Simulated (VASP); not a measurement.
A VASP 6.6.1 single-point calculation on SnO

INCAR

```
ISYM = 0
LREAL = .TRUE.
EDIFF = 1E-7
SIGMA = 0.02
NELM = 120
LASPH = .TRUE.
IBRION = -1
LCHARG = .FALSE.
ISIF = 2
GGA = PE
ISMEAR = -1
NBANDS = 17
ENCUT = 520
LWAVE = .FALSE.
PREC = Single
NSW = 0
```

KPOINTS

```
KPOINTS created by Atomic Simulation Environment
0
Gamma
4 4 4
0 0 0
```

POSCAR

```
Sn O
 1.0000000000000000
     0.0000000000000000    2.6031359865999999    2.6031359865999999
     2.6031359865999999    0.0000000000000000    2.6031359865999999
     2.6031359865999999    2.6031359865999999    0.0000000000000000
 Sn  O
   1   1
Cartesian
  0.0000000000000000  0.0000000000000000  0.0000000000000000
  1.3015679933000002  1.3015679933000002  1.3015679933000002
```

The recommended PBE PAW datasets give the neutral cell 20 valence electrons.

Command

```
mpirun -np 1 vasp_std
```

Predict the outcome of this run.

It converged. Results: gap between bands v and c on the k mesh -0.19 eV (bands overlap: a metal); least direct gap on the k mesh 0.77 eV; pressure 23.1 GPa. Band v is the last that the valence electrons fill when counted band by band, and c is the next.

OSZICAR

```
N       E                     dE             d eps       ncg     rms          rms(c)
DAV:   1     0.151374783484E+03    0.15137E+03   -0.10348E+04  1258   0.173E+03
DAV:   2     0.191778801089E+01   -0.14946E+03   -0.14242E+03  1360   0.389E+02
DAV:   3    -0.118432062128E+02   -0.13761E+02   -0.13686E+02  1378   0.107E+02
DAV:   4    -0.121477569712E+02   -0.30455E+00   -0.30437E+00  1489   0.168E+01
DAV:   5    -0.121561293999E+02   -0.83724E-02   -0.83721E-02  1663   0.264E+00    0.870E+00
DAV:   6    -0.104092343198E+02    0.17469E+01   -0.13408E+01  1817   0.397E+01    0.471E+00
DAV:   7    -0.101972975750E+02    0.21194E+00   -0.16333E+00  1514   0.860E+00    0.142E+00
DAV:   8    -0.101832949438E+02    0.14003E-01   -0.14935E-01  1249   0.299E+00    0.325E-01
DAV:   9    -0.101821956264E+02    0.10993E-02   -0.91746E-03  1892   0.798E-01    0.135E-01
DAV:  10    -0.101824625445E+02   -0.26692E-03   -0.15584E-03  1475   0.401E-01    0.457E-02
DAV:  11    -0.101824070133E+02    0.55531E-04   -0.31849E-04  1830   0.175E-01    0.120E-02
DAV:  12    -0.101824086943E+02   -0.16810E-05   -0.24020E-05  1315   0.354E-02    0.972E-03
DAV:  13    -0.101824078302E+02    0.86410E-06   -0.31849E-06  1549   0.132E-02    0.828E-04
DAV:  14    -0.101824077954E+02    0.34761E-07   -0.92179E-08  1227   0.411E-03
   1 F= -.10182408E+02 E0= -.10181107E+02  d E =-.260087E-02
```

These settings aren't sound, so the numbers aren't properties of the crystal.

On sound settings PBE gives a gap of -0.19 eV on its mesh and a pressure of 12.0 GPa for the intended cell.
